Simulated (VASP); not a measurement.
# GaAs in VASP: one cell, several levels of theory, part 2 of 2

VASP 6.6.1, plane waves, PAW. The steps go on from the part before.

## 3. r2SCAN

INCAR reads:

```
ENCUT = 520.000000
SIGMA = 0.020000
EDIFF = 1.00e-07
ALGO = Normal
METAGGA = R2SCAN
PREC = Accurate
IBRION = -1
ISIF = 2
ISMEAR = -1
NBANDS = 16
NELM = 120
NSW = 0
LASPH = .TRUE.
LCHARG = .FALSE.
LWAVE = .FALSE.
LREAL = .FALSE.
```

KPOINTS reads:

```
KPOINTS created by Atomic Simulation Environment
0
Gamma
8 8 8
0 0 0
```

KPOINTS_OPT reads:

```
special points
6
Reciprocal
0.0000000000 0.0000000000 0.0000000000 1
-0.5000000000 -0.5000000000 0.0000000000 1
-0.3750000000 -0.3750000000 0.2500000000 1
-0.3750000000 0.0000000000 0.3750000000 1
0.0000000000 0.0000000000 0.5000000000 1
-0.5000000000 -0.2500000000 0.2500000000 1
```

POSCAR reads:

```
Ga As
 1.0000000000000000
     0.0000000000000000    2.8330850946999999    2.9534912112999998
     2.8330850946999999    0.0000000000000000    2.9534912112999998
     2.8330850946999999    2.8330850946999999    0.0000000000000000
 Ga  As
   1   1
Cartesian
  0.0000000000000000  0.0000000000000000  0.0000000000000000
  1.4165425473500000  1.4165425473500000  1.4767456056499999
```

On the command line:

```
> mpirun -np 1 vasp_std
```

Standard output, without the iteration lines:

```text
POSCAR found type information on POSCAR GaAs
 POSCAR found :  2 types and       2 ions
 -----------------------------------------------------------------------------
|                                                                             |
|                                                                             |
|     You enforced a specific xc type in the INCAR file but a different       |
|     I HOPE YOU KNOW WHAT YOU ARE DOING!                                     |
|                                                                             |
 -----------------------------------------------------------------------------

 LDA part: xc-table for (None), standard interpolation
 POSCAR, INCAR and KPOINTS ok, starting setup
 FFT: planning ... GRIDC
 FFT: planning ... GRID_SOFT
 FFT: planning ... GRID
 WAVECAR not read
 entering main loop
 Start KPOINTS_OPT (optional k-point list driver)
k-point batch [1-6\6]
```

OSZICAR:

```text
N       E                     dE             d eps       ncg     rms          rms(c)
DAV:   1     0.643573424558E+02    0.64357E+02   -0.90394E+03  1936   0.157E+03
DAV:   2    -0.222889028368E+02   -0.86646E+02   -0.82569E+02  2192   0.313E+02
DAV:   3    -0.290199733510E+02   -0.67311E+01   -0.67128E+01  2280   0.684E+01
DAV:   4    -0.291228511878E+02   -0.10288E+00   -0.10287E+00  2400   0.946E+00
DAV:   5    -0.291242639079E+02   -0.14127E-02   -0.14127E-02  2328   0.994E-01    0.302E+00
DAV:   6    -0.270272170548E+02    0.20970E+01   -0.50650E-01  2088   0.128E+01    0.183E+00
DAV:   7    -0.270212146565E+02    0.60024E-02   -0.15374E-01  2224   0.327E+00    0.821E-01
DAV:   8    -0.270249261221E+02   -0.37115E-02   -0.78856E-03  2400   0.703E-01    0.300E-01
DAV:   9    -0.270253927093E+02   -0.46659E-03   -0.12765E-03  2304   0.408E-01    0.475E-02
DAV:  10    -0.270254056769E+02   -0.12968E-04   -0.11702E-04  2368   0.772E-02    0.228E-02
DAV:  11    -0.270254014335E+02    0.42434E-05   -0.15602E-05  2296   0.285E-02    0.214E-03
DAV:  12    -0.270254010119E+02    0.42159E-06   -0.50021E-07  2368   0.105E-02    0.901E-04
DAV:  13    -0.270254029515E+02   -0.19396E-05   -0.70999E-08  1816   0.293E-03    0.373E-04
DAV:  14    -0.270254031157E+02   -0.16422E-06   -0.32295E-08  1272   0.306E-03    0.615E-05
DAV:  15    -0.270254030450E+02    0.70722E-07   -0.30957E-09  1136   0.737E-04
   1 F= -.27025403E+02 E0= -.27025403E+02  d E =-.810930E-08
       N       E                     dE             ncg
DAV:   1     0.134569662131E+04   -0.34161E+04      192
DAV:   2     0.817803083558E+03   -0.52789E+03      216
DAV:   3     0.775989118311E+03   -0.41814E+02      240
DAV:   4     0.775304330220E+03   -0.68479E+00      224
DAV:   5     0.775295162770E+03   -0.91674E-02      280
DAV:   6     0.775294791936E+03   -0.37083E-03      272
DAV:   7     0.775294788419E+03   -0.35168E-05      272
DAV:   8     0.775294788276E+03   -0.14317E-06      192
DAV:   9     0.775294788267E+03   -0.89290E-08      248
```

OUTCAR, selected sections:

```text
k-points           NKPTS =     59   k-points in BZ     NKDIM =     59   number of bands    NBANDS=     16

   NELECT =      18.0000    total number of electrons

   dimension x,y,z NGX =    30 NGY =   30 NGZ =   30
   dimension x,y,z NGXF=    60 NGYF=   60 NGZF=   60

  energy-cutoff  :      520.00
  volume of cell :       47.41
      direct lattice vectors                 reciprocal lattice vectors
     0.000000000  2.833085095  2.953491211    -0.176486051  0.176486051  0.169291176
     2.833085095  0.000000000  2.953491211     0.176486051 -0.176486051  0.169291176
     2.833085095  2.833085095  0.000000000     0.176486051  0.176486051 -0.169291176

 k-points in reciprocal lattice and weights: KPOINTS created by Atomic Simulation Env
   0.00000000  0.00000000  0.00000000       0.002
   0.12500000 -0.00000000  0.00000000       0.016
   0.25000000 -0.00000000  0.00000000       0.016
   0.37500000 -0.00000000  0.00000000       0.016
   0.50000000 -0.00000000  0.00000000       0.008
   0.12500000  0.12500000  0.00000000       0.004
   0.25000000  0.12500000  0.00000000       0.016
   0.37500000  0.12500000  0.00000000       0.016
[... 51 more k-points ...]

 E-fermi :   3.5855

 k-point     1 :       0.0000    0.0000    0.0000
  band No.  band energies     occupation
      1     -11.9329      2.00000
      2     -11.9223      2.00000
      3     -11.9223      2.00000
      4     -11.8527      2.00000
      5     -11.8451      2.00000
      6      -9.6237      2.00000
      7       3.0651      2.00000
      8       3.3217      2.00000
      9       3.3218      2.00000
     10       3.8354      0.00001
     11       7.2310      0.00000
     12       7.2311      0.00000
     13       7.3579      0.00000
     14      11.3118      0.00000
     15      13.3141      0.00000
     16      14.1554      0.00000

 k-point     2 :       0.1250   -0.0000    0.0000
  band No.  band energies     occupation
      1     -11.9393      2.00000
      2     -11.9247      2.00000
      3     -11.9192      2.00000
      4     -11.8530      2.00000
      5     -11.8449      2.00000
      6      -9.4448      2.00000
      7       1.2991      2.00000
      8       2.9140      2.00000
      9       3.1141      2.00000
     10       4.9459      0.00000
     11       7.5283      0.00000
     12       7.5779      0.00000
     13       7.8178      0.00000
     14      12.2044      0.00000
     15      12.6576      0.00000
     16      13.2444      0.00000

 k-point     3 :       0.2500   -0.0000    0.0000
  band No.  band energies     occupation
      1     -11.9645      2.00000
      2     -11.9187      2.00000
      3     -11.9123      2.00000
      4     -11.8532      2.00000
      5     -11.8437      2.00000
      6      -8.9470      2.00000
      7      -0.8602      2.00000
      8       2.4507      2.00000
      9       2.7186      2.00000
     10       4.8700      0.00000
     11       8.0823      0.00000
     12       8.1625      0.00000
     13       9.4555      0.00000
     14      12.4557      0.00000
     15      12.8301      0.00000
     16      12.9224      0.00000

 k-point     4 :       0.3750   -0.0000    0.0000
  band No.  band energies     occupation
      1     -11.9883      2.00000
      2     -11.9130      2.00000
      3     -11.9066      2.00000
      4     -11.8521      2.00000
      5     -11.8411      2.00000
      6      -8.2890      2.00000
      7      -2.5823      2.00000
      8       2.0872      2.00000
      9       2.4107      2.00000
     10       4.5489      0.00000
     11       8.1559      0.00000
     12       8.3581      0.00000
     13      11.2409      0.00000
     14      12.6229      0.00000
     15      13.7998      0.00000
     16      14.0255      0.00000

 k-point     5 :       0.5000   -0.0000    0.0000
  band No.  band energies     occupation
      1     -11.9976      2.00000
      2     -11.9109      2.00000
      3     -11.9047      2.00000
      4     -11.8512      2.00000
      5     -11.8397      2.00000
      6      -7.9225      2.00000
      7      -3.3126      2.00000
      8       1.9552      2.00000
      9       2.2998      2.00000
     10       4.4228      0.00000
     11       8.1077      0.00000
     12       8.3417      0.00000
     13      11.4714      0.00000
     14      13.9518      0.00000
     15      15.3778      0.00000
     16      15.5962      0.00000

 k-point     6 :       0.1250    0.1250    0.0000
  band No.  band energies     occupation
      1     -11.9507      2.00000
      2     -11.9163      2.00000
      3     -11.9162      2.00000
      4     -11.8512      2.00000
      5     -11.8468      2.00000
      6      -9.3964      2.00000
      7       1.1312      2.00000
      8       2.7190      2.00000
      9       2.7191      2.00000
     10       5.6504      0.00000
     11       6.7717      0.00000
     12       8.1636      0.00000
     13       8.1637      0.00000
     14      11.3594      0.00000
     15      12.4677      0.00000
     16      14.3982      0.00000

 k-point     7 :       0.2500    0.1250    0.0000
  band No.  band energies     occupation
      1     -11.9694      2.00000
      2     -11.9122      2.00000
      3     -11.9091      2.00000
      4     -11.8502      2.00000
      5     -11.8480      2.00000
      6      -9.0123      2.00000
      7      -0.4306      2.00000
      8       2.1189      2.00000
      9       2.2670      2.00000
     10       5.9926      0.00000
     11       7.0665      0.00000
     12       8.9477      0.00000
     13       8.9677      0.00000
     14      11.2801      0.00000
     15      13.7513      0.00000
     16      14.0758      0.00000

 k-point     8 :       0.3750    0.1250    0.0000
  band No.  band energies     occupation
      1     -11.9891      2.00000
      2     -11.9093      2.00000
      3     -11.9029      2.00000
      4     -11.8496      2.00000
      5     -11.8466      2.00000
      6      -8.3942      2.00000
      7      -2.1118      2.00000
      8       1.4355      2.00000
      9       2.0040      2.00000
     10       5.7493      0.00000
     11       7.6684      0.00000
     12       9.2144      0.00000
     13       9.9139      0.00000
     14      12.7989      0.00000
     15      13.8430      0.00000
     16      14.6246      0.00000

 k-point     9 :       0.5000    0.1250    0.0000
  band No.  band energies     occupation
      1     -12.0003      2.00000
      2     -11.9079      2.00000
      3     -11.9006      2.00000
      4     -11.8504      2.00000
      5     -11.8432      2.00000
      6      -7.8625      2.00000
      7      -3.1733      2.00000
      8       0.9703      2.00000
      9       2.0090      2.00000
     10       5.5694      0.00000
     11       7.8128      0.00000
     12       8.9909      0.00000
     13      11.4990      0.00000
     14      13.3680      0.00000
     15      14.8759      0.00000
     16      15.4275      0.00000

 k-point    10 :      -0.3750    0.1250    0.0000
  band No.  band energies     occupation
      1     -11.9968      2.00000
      2     -11.9090      2.00000
      3     -11.9026      2.00000
      4     -11.8533      2.00000
      5     -11.8412      2.00000
      6      -7.9705      2.00000
      7      -2.9458      2.00000
      8       0.8352      2.00000
      9       2.2704      2.00000
     10       5.5825      0.00000
     11       8.0672      0.00000
     12       8.6990      0.00000
     13      11.1847      0.00000
     14      13.3180      0.00000
     15      13.3742      0.00000
     16      15.5990      0.00000

 k-point    11 :      -0.2500    0.1250    0.0000
  band No.  band energies     occupation
      1     -11.9788      2.00000
      2     -11.9134      2.00000
      3     -11.9084      2.00000
      4     -11.8556      2.00000
      5     -11.8418      2.00000
      6      -8.5787      2.00000
      7      -1.5875      2.00000
      8       1.0834      2.00000
      9       2.7011      2.00000
     10       5.7577      0.00000
     11       8.1789      0.00000
     12       8.2993      0.00000
     13       9.6475      0.00000
     14      12.0984      0.00000
     15      13.3916      0.00000
     16      14.8278      0.00000

 k-point    12 :      -0.1250    0.1250    0.0000
  band No.  band energies     occupation
      1     -11.9535      2.00000
      2     -11.9213      2.00000
      3     -11.9157      2.00000
      4     -11.8551      2.00000
      5     -11.8433      2.00000
      6      -9.1486      2.00000
      7       0.1265      2.00000
      8       1.8132      2.00000
      9       3.0942      2.00000
     10       5.6787      0.00000
     11       7.4134      0.00000
     12       7.7170      0.00000
     13       9.0450      0.00000
     14      12.1680      0.00000
     15      13.0033      0.00000
     16      13.5009      0.00000

[... the tables of k-points 13 to 59 left out ...]

  Total       -0.5037403     -0.5037403     -1.3752618      0.0000000      0.0000000      0.0000000
  in kB      -17.0228549    -17.0228549    -46.4741048      0.0000000      0.0000000      0.0000000
  external PRESSURE =     -26.8399382 kB  Pullay stress =       0.0000000 kB

 POSITION                                       TOTAL-FORCE (eV/Angst)
 -----------------------------------------------------------------------------------
      0.00000      0.00000      0.00000        -0.000000     -0.000000      0.000000
      1.41654      1.41654      1.47675         0.000000      0.000000     -0.000000
 -----------------------------------------------------------------------------------
    total drift:                                0.000009      0.000009     -0.000026

  FREE ENERGIE OF THE ION-ELECTRON SYSTEM (eV)
  ---------------------------------------------------
  free  energy   TOTEN  =       -27.0254030450 eV

  energy  without entropy=      -27.0254030368  energy(sigma->0) =      -27.02540304
```

Hardware: 1 MPI rank of Intel Xeon Platinum 8488C, shared host.

The levels at the points of KPOINTS_OPT are read from vasprun.xml.

Band energies at the special points (eV, zero at the top of v, the last band that the electrons fill by count):

```tsv
point	v−1	v	c	c+1
Γ	0.00	0.00	0.51	3.91
X	-2.50	-2.50	1.94	2.15
U	-3.80	-2.09	2.44	5.13
K	-3.80	-2.37	2.09	4.66
L	-1.37	-1.02	1.10	4.79
W	-3.49	-3.29	4.82	5.03
```

The r2SCAN gap is 0.51 eV, direct at Γ. Pressure: -2.68 GPa; the forces vanish within 0.01 eV/Å.

## 4. Results

The summary covers parts 1 to 2.

```
 level  gap (eV)  pressure (GPa)  Ansatz: gap (eV)  Ansatz: pressure (GPa)
   PBE      0.07            0.14              0.07                   -0.02
r2SCAN      0.51           -2.68              0.53                   -2.75
```

**Reading.** The gap spans 0.07 eV (PBE) to 0.51 eV (r2SCAN). At this one volume the pressure spans -2.7 GPa (r2SCAN) to 0.1 GPa (PBE): PBE wants the largest cell and r2SCAN the smallest. The two programs agree on the gap within 0.03 eV, far less than the spread between functionals. Each program uses its own PAW datasets and cutoff. VASP's cell holds 18 valence electrons and Ansatz's 28.
